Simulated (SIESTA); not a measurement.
The system is CdSe (Cadmoselite).

```
Cd Se
1.0
     4.30000    0.00000    0.00000
    -2.15000    3.72391    0.00000
     0.00000    0.00000    7.02000
Cd Se
2 2
Cartesian
  2.1500 1.2413 3.5100
  0.0000 2.4826 0.0000
  2.1500 1.2413 6.2127
  0.0000 2.4826 2.7027
```

Base run:

```yaml
Program: SIESTA 5.4.2
Functional: PBEsol
Potentials_or_basis: PseudoDojo 0.4 standard (PBEsol files)
Basis: DZP (energy shift 0.003 Ry; two zetas on semicore shells)
Grid_cutoff: 800 Ry
Energy_shift: 0.003 Ry
k_mesh: 7 × 7 × 4
Occupations: fermi-dirac, width 0.05 eV
Spin: no spin polarisation
```

Its results: band gap on the k mesh 0.81 eV, direct; pressure 0.4 GPa; largest force 0.306 eV/Å.

Task: The run is repeated on the same cell with these changes: functional from PBEsol to PBE; potentials or basis from PseudoDojo 0.4 standard (PBEsol files) to PseudoDojo 0.4 standard (PBE files). What comes out?

Result: Band gap on the k mesh 0.92 eV, direct; pressure 3.2 GPa; largest force 0.321 eV/Å.

Caveats: the basis of atomic orbitals isn't converged, which shifts pressures, moduli and gaps; the basis holds too few empty states to meet the f-sum rule, so the spectrum is short of weight at high energy (some runs); an odd mesh through Γ misses points on the zone boundary, where band edges often lie (some runs).
